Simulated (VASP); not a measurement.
# CdTe (F-43m) in VASP: notebook, part 2 of 2

VASP 6.6.1. The steps go on from the part before.

## 5. Relaxation of cell and atoms, HSE06

Input file POSCAR:

```
CdTe
1.0
    0.0000000000      3.2050000000      3.2050000000
    3.2050000000      0.0000000000      3.2050000000
    3.2050000000      3.2050000000      0.0000000000
Te Cd
1 1
Direct
    0.7500000000      0.7500000000      0.7500000000
    0.0000000000      0.0000000000      0.0000000000
```

Input file INCAR.step1:

```
ALGO     = Normal         # electronic algorithm
EDIFF    = 1E-5           # SCF threshold, eV
ENCUT    = 600            # plane-wave cutoff, eV
GGA      = PE             # functional
ISMEAR   = -1             # smearing method
LASPH    = T              # aspherical terms in the spheres
LCHARG   = F              # write CHGCAR
LREAL    = F              # projectors in reciprocal space
LWAVE    = T              # write WAVECAR
NBANDS   = 16             # bands
NELM     = 80             # most SCF steps
PREC     = Accurate       # precision mode
SIGMA    = 0.05           # smearing width, eV
```

Input file INCAR.step2:

```
ALGO     = Normal         # electronic algorithm
EDIFF    = 1E-6           # SCF threshold, eV
EDIFFG   = -0.01          # ionic threshold
ENCUT    = 600            # plane-wave cutoff, eV
GGA      = PE             # functional
HFSCREEN = 0.2079         # screening, 1/A
IBRION   = 2              # ionic algorithm
ISIF     = 3              # what is computed and relaxed
ISMEAR   = -1             # smearing method
ISTART   = 1            
LASPH    = T              # aspherical terms in the spheres
LCHARG   = F              # write CHGCAR
LHFCALC  = T              # exact exchange
LREAL    = F              # projectors in reciprocal space
LWAVE    = F              # write WAVECAR
NELM     = 80             # most SCF steps
NSW      = 60             # ionic steps
PREC     = Accurate       # precision mode
PRECFOCK = Normal       
SIGMA    = 0.05           # smearing width, eV
```

Input file KPOINTS:

```
k-points
0
Gamma
  4 4 4
```

Potentials or basis: VASP PAW PBE potentials, release 64 (Te, Cd).

Started as:

```
> cat potpaw_PBE.64/Te/POTCAR potpaw_PBE.64/Cd/POTCAR > POTCAR
> cp INCAR.step1 INCAR
> mpirun -np 1 vasp_std > vasp.out
> cp INCAR.step2 INCAR
> mpirun -np 1 vasp_std > vasp.out
```

OUTCAR:

```text
EDIFF = 1E-6
   EDIFFG = -0.01
   ENCUT = 600
   GGA = PE
   HFSCREEN = 0.2079
   IBRION = 2
   ISIF = 3
   ISMEAR = -1
   ISTART = 1
   LASPH = T
   LHFCALC = T
   LREAL = F
   NELM = 80
   NSW = 60
   PREC = Accurate
   PRECFOCK = Normal

 ion  position               nearest neighbor table
   1  0.750  0.750  0.750-   2 2.78   2 2.78   2 2.78   2 2.78
   2  0.000  0.000  0.000-   1 2.78   1 2.78   1 2.78   1 2.78

  LATTYP: Found a face centered cubic cell.
 ALAT       =     6.4100000000

  Lattice vectors:

 A1 = (   0.0000000000,   3.2050000000,   3.2050000000)
 A2 = (   3.2050000000,   0.0000000000,   3.2050000000)
[... 174 lines left out ...]
  -------------------------------------------------------------------------------------
  Total        1.4283748      1.4283748      1.4283748     -0.0000000      0.0000000     -0.0000000
  in kB       34.7567092     34.7567092     34.7567092     -0.0000000      0.0000000     -0.0000000
  external PRESSURE =      34.7567092 kB  Pullay stress =       0.0000000 kB
[... 59 lines left out ...]
--------------------------------------- Ionic step        3  -------------------------------------------

 number of electron      18.0000006 magnetization

 Free energy of the ion-electron system (eV)
  ---------------------------------------------------
  ext. energy  EPLUGINS =         0.00000000
  ---------------------------------------------------
  free energy    TOTEN  =        -5.99334048 eV

  energy without entropy =       -5.99334043  energy(sigma->0) =       -5.99334045

 E-fermi :   2.2236     XC(G=0):  -7.0127

 val. band max:        1.4829770281   @ k =   0.0000   0.0000   0.0000
 cond. band min:       2.9092427589   @ k =   0.0000   0.0000   0.0000
 fundamental gap:      1.4262657308
 Fermi energy:         2.2236210062

 k-point     1 :       0.0000    0.0000    0.0000
  band No.  band energies     occupation
      1     -10.4008      2.00000
      2      -7.9937      2.00000
      3      -7.9937      2.00000
      4      -7.9937      2.00000
      5      -7.7603      2.00000
      6      -7.7603      2.00000
      7       1.4830      2.00000
      8       1.4830      2.00000
      9       1.4830      2.00000
     10       2.9092      0.00000
     11       6.9731      0.00000
     12       6.9731      0.00000
     13       6.9731      0.00000
[... 139 lines left out ...]
  FREE ENERGIE OF THE ION-ELECTRON SYSTEM (eV)
  ---------------------------------------------------
  free  energy   TOTEN  =        -5.9933404810 eV

  energy  without entropy=       -5.9933404281  energy(sigma->0) =       -5.99334045

 reached required accuracy - stopping structural energy minimisation
```

Wall time 51 min (1 thread of Intel Xeon 8259CL, shared host); peak memory 0.35 GiB.

Results:

```yaml
Free_energy: -5.9933 eV
Relaxed_volume: 35.48 Å³/atom
Relaxed_cell: a = 4.647 Å, b = 4.647 Å, c = 4.647 Å, α = 60.00°, β = 60.00°, γ = 60.00°
Space_group_after_relaxing_to_0.1_Å: F-43m (No. 216)
Energy_gained_by_relaxing: 26.1 meV/atom
Ionic_steps: 3
Pressure_after_relaxing: 0.0 GPa
Band_gap_on_the_k_mesh: 1.43 eV
```

Step by step:
```csv
step,energy change (eV),largest force (eV/Å),pressure (GPa),volume (Å³)
1,0.0000,0.0000,3.48,65.84
2,-0.0459,0.0000,-0.98,72.89
3,-0.0521,0.0000,-0.01,70.96
```

Final structure:
```cif
data_structure
_symmetry_space_group_name_H-M 'P 1'
_symmetry_Int_Tables_number 1
_cell_length_a 4.6470
_cell_length_b 4.6470
_cell_length_c 4.6470
_cell_angle_alpha 60.000
_cell_angle_beta 60.000
_cell_angle_gamma 60.000
_cell_volume 70.96
loop_
_atom_site_label
_atom_site_type_symbol
_atom_site_fract_x
_atom_site_fract_y
_atom_site_fract_z
_atom_site_occupancy
Te1 Te 0.75000 0.75000 0.75000 1
Cd1 Cd 0.00000 0.00000 0.00000 1
```

Caveat: the k points lie up to 0.41 Å⁻¹ apart in the final cell; the PAW data sets were made with another functional, which shifts forces and pressure a little; spin-orbit coupling is left out, which moves the levels of the heavy elements.

## 6. Single point, PBE+D3(BJ), non-collinear spin, zero start, spin-orbit coupling

Input file INCAR:

```
PREC = Accurate
ENCUT = 500
EDIFF = 1E-6
ISMEAR = -1
SIGMA = 0.1
LREAL = False
LASPH = True
NELM = 200
ALGO = Normal
ISIF = 2
LWAVE = False
LCHARG = False
MAGMOM = 0 0 0 0 0 0
LORBIT = 11
LSORBIT = True
GGA_COMPAT = False
LORBMOM = True
GGA = PE
IVDW = 12
NBANDS = 30
```

Input file KPOINTS:

```
Automatic mesh
0
Gamma
  7 7 7
```

POSCAR, as its differences from that of step 5:

```diff
@@ -8,3 +8,3 @@
 Direct
-    0.7500000000      0.7500000000      0.7500000000
+    0.2500000000      0.2500000000      0.2500000000
     0.0000000000      0.0000000000      0.0000000000
```

Potentials or basis: VASP PAW PBE potentials, release 64 (Te, Cd).

Started as:

```
> cat potpaw_PBE.64/Te/POTCAR potpaw_PBE.64/Cd/POTCAR > POTCAR
> mpirun -np 1 vasp_ncl > vasp.out
```

It took 4.6 min on 1 thread of Intel Xeon Platinum 8259CL at 2.50GHz (Skylake/Cascade Lake), shared host; peak memory 0.43 GiB.

The run converged. Its results:

| Item | Value |
| --- | --- |
| Free energy | -5.5616 eV |
| Pressure | 2.4 GPa |
| Net moment | 0.00 μB per cell |
| Valence electrons inside the program's atomic spheres | Te 3.45; Cd 10.35 |
| Dispersion energy per atom | -0.355 eV |

Moments on the atoms (μB; x, y, z):
```
Te  0.00 0.00 0.00
Cd  0.00 0.00 0.00
```

Caveat: three body term missing.

## 7. Overview

```tsv
task	level	potentials or basis	spin	cell	k mesh	cutoff (eV)	smearing	grid for exact exchange (PRECFOCK)	share of exact exchange	screening parameter	gap on the mesh (eV)	pressure (GPa)
relaxation of cell and atoms	LDA	VASP PAW LDA potentials, release 64 (Te, Cd)	off	relaxed to 20 GPa from a = 4.533 Å, angles 60.0°, 2 atoms	7 × 7 × 7	600	fermi-dirac 0.05 eV	-	-	-	1.41	20.0
relaxation of cell and atoms	LDA	VASP PAW LDA potentials, release 64 (Te, Cd)	off	relaxed to 30 GPa from a = 4.533 Å, angles 60.0°, 2 atoms	7 × 7 × 7	600	fermi-dirac 0.05 eV	-	-	-	1.54	29.9
single point	HSE06	VASP PAW PBE potentials, release 64 (Te, Cd)	off	a = 4.648 Å, angles 60.0°, 2 atoms	4 × 4 × 4	520	fermi-dirac 0.05 eV	Normal	0.25	0.2079 1/Å	1.42	0.0
relaxation of cell and atoms	HSE06	VASP PAW PBE potentials, release 64 (Te, Cd)	off	relaxed from a = 4.533 Å, angles 60.0°, 2 atoms	4 × 4 × 4	600	fermi-dirac 0.05 eV	Normal	0.25	0.2079 1/Å	1.43	0.0
single point	PBE+D3(BJ)	VASP PAW PBE potentials, release 64 (Te, Cd)	non-collinear, zero start, SOC	a = 4.533 Å, angles 60.0°, 2 atoms	7 × 7 × 7	500	fermi-dirac 0.1 eV	-	-	-	-	2.4
```

Caveats: some runs use coarse meshes; spin-orbit coupling is left out, which moves the levels of the heavy elements (at least some runs); the cell is relaxed towards a set pressure, so the run minimises the enthalpy, not the energy (at least some runs); the volume moved by over 15 % at a fixed basis, so the end points are rough (at least some runs); an odd mesh through Γ misses points on the zone boundary, where band edges can lie (at least some runs); the PAW data sets were made with another functional, which shifts forces and pressure a little (at least some runs); three body term missing (at least some runs).

Total energies depend on the potentials used, so only differences within one code and one set of settings carry meaning.

## 8. Against experiment

Step 4. A measured gap of CdTe is 1.607 eV (0 K; a printed reference work, data compilation); the calculated 1.42 eV misses it by -0.18 eV. Spin-orbit coupling on Cd, Te is left out. The value is that of HSE06, without temperature or zero-point motion.
